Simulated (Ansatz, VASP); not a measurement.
**Two plane-wave programs on Se**

```
Se
1.0
     3.73170    0.00000    0.00000
    -1.86585    3.23175    0.00000
     0.00000    0.00000    7.36969
Se
4
Cartesian
  0.0000 0.0000 0.0000
  0.0000 0.0000 3.6848
  0.0000 2.1545 5.5273
  1.8658 1.0772 1.8424
```

Alike in both runs: functional r2SCAN; k mesh 6 × 6 × 2; occupations gaussian, width 0.1 eV; no spin polarisation.

Ansatz relaxed the structure, and its values are those at the end. VASP's run is a single point on that final structure, the one shown.

|  | VASP | Ansatz |
| --- | --- | --- |
| version | VASP 6.6.1 | Ansatz 0.2.0 |
| potentials or method | VASP PAW PBE potentials, release 64 (Se) | scalar-relativistic, plane waves, PAW |
| plane-wave cutoff (eV) | 520 | 500 |
| valence electrons in the cell | 24 | 64 |

```csv
,VASP,Ansatz,Ansatz less VASP
gap on the k mesh at the Fermi level (eV),none,none,-
pressure (GPa),-0.1,-0.1,+0.08
```

A gap of «none» marks a metal or a gap that the smearing closes. With one functional, cell and mesh, what is left measures potentials, basis and numerics. The two sets of potentials don't hold the same shells in valence.

Caveats: the k mesh is coarse (spacing up to 0.43 Å⁻¹), so the values aren't converged; the PAW data sets were made with another functional, which shifts forces and pressure a little (VASP).
